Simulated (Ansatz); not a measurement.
**K under pressure: fit and missing row**

K, P6_3/mmc, a = 4.658 Å, c = 15.148 Å. This isn't the element's structure at ambient conditions. Ansatz: PBEsol, PAW, 420 eV, Γ-centred 12×12×4 mesh on 4 atoms, Gaussian smearing 0.10 eV; no spin polarisation. Cell and atoms are relaxed at each pressure, and no other structure is tried, so the rows at high pressure may lie past a change of phase.

```tsv
V (Å³/atom)	P (GPa)
12.882	?
21.108	30.00
29.433	15.00
37.076	7.98
48.227	2.96
71.151	0.00
```

Question: Take V0 = 71.151 Å³/atom, fit the third-order Birch–Murnaghan form to the other rows, and predict the missing pressure.

Answer: With the Eulerian strain f = ½[(V0/V)^(2/3) − 1] and y = P/[3f(1 + 2f)^(5/2)], the form is the line y = B0 + 1.5 B0 (B0′ − 4) f. Rows (f, y): 0.62407, 2.11; 0.40060, 2.87; 0.27214, 3.30; 0.14798, 3.49. Means f = 0.3612, y = 2.9425; Σ(Δf)² = 0.1240, ΣΔfΔy = -0.3703; the slope is their ratio. y = 4.021 − 2.985 f GPa, so B0 = 4.0 GPa and B0′ = 4 + 2 × (-2.985)/(3 × 4.021) = 3.51. At V = 12.882, f = 1.06231, y = 0.850 and P = 46.75 GPa. The run gave 60.00 GPa, so the fit is 13.25 GPa too low, 22 % of the span of the series, against an rms of 0.35 GPa on the fitted rows. The row lies outside the fitted range. A fourth-order term fitted to the same rows gives P = -11.72 GPa at this row's volume (the line 46.75, the run 60.00), no gain. Also, this row ran on the mesh 18×18×4, its neighbour on 12×12×4, which can shift it a little. The nearest row lies 32 % from V0, so B0 and B0′ are extrapolations to f = 0.

The mesh isn't the same in all rows (12×12×4, 18×18×4).

Cost: 6 runs of about 5.4 core-minutes in all, on Arm Neoverse V2 (shared hosts).